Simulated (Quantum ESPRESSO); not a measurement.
Nb, 1 atom in the cell. The structure is cubic, space group Pm-3m (No. 221). The conventional cell has a = 2.720 Å, b = 2.720 Å, c = 2.720 Å, α = 90.00°, β = 90.00°, γ = 90.00°. Around Nb (site symmetry m-3m) lie 6 Nb at 2.72 Å. The cell was built by a generator and needn't be a form met in nature.

```yaml
Program: Quantum ESPRESSO 7.5
Task: phonons
Functional: PBEsol
Potentials_or_basis: PseudoDojo 0.4.1 SR PBEsol standard
Cutoff: 1116 eV
Density_cutoff: 4463 eV
k_mesh: 8 × 8 × 8
Occupations: cold, width 0.2 eV
Spin: no spin polarisation
Mixing_beta: 0.5
Most_SCF_iterations: 120
SCF_threshold: 2e-10 Ry
```

Potentials or basis: PseudoDojo 0.4.1 SR PBEsol standard.

Launch:

```console
$ OMP_NUM_THREADS=1 pw.x -in pw.in > pw.out
$ OMP_NUM_THREADS=1 pw.x -in relax.in > relax.out
$ OMP_NUM_THREADS=1 pw.x -in scf2.in > scf2.out
$ OMP_NUM_THREADS=1 ph.x -in ph.in > ph.out
```

Hardware: 1 thread of Intel(R) Xeon(R) Platinum 8559C (Emerald Rapids) (shared host).

Question: How long does it take, and how much memory?

Answer: It took 86 s on 1 thread of Intel(R) Xeon(R) Platinum 8559C (Emerald Rapids), on a shared host, peak memory 0.09 GiB. Counts: scf iterations 45, k pools 1, bands 12, ion steps 4, k points 35, g dense 13613.
